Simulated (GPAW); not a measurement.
The system is P.

```
CELL_PARAMETERS angstrom
1.72573 0.99635 3.12968
-1.72573 0.99635 3.12968
0.00000 -1.99270 3.12968
ATOMIC_POSITIONS crystal
P 0.77292 0.77292 0.77292
P 0.22708 0.22708 0.22708
```

This isn't the form of P at room conditions, which is orthorhombic.

Base run:

```yaml
Program: GPAW 26.7.0
Functional: PBEsol
Potentials_or_basis: PAW data sets generated in the run's folder for this functional
Cutoff: 450 eV
Basis: pw
k_mesh: 8 × 8 × 8
Occupations: fermi-dirac, width 0.05 eV
Spin: no spin polarisation
```

Its results: band gap on the k mesh none (metal or under the smearing width); pressure -1.2 GPa; largest force 0.267 eV/Å.

Problem. The run is repeated on the same cell with these changes: functional from PBEsol to LDA; potentials or basis from PAW data sets generated in the run's folder for this functional to the program's PAW data sets (release 1.2.1) made for this functional. What comes out?

Solution. Band gap on the k mesh none (metal or under the smearing width); pressure -2.4 GPa; largest force 0.183 eV/Å.

Caveats: the cutoff is short for stress and forces, so pressures can be off by a GPa or more.

Not every run made on this cell is shown here.
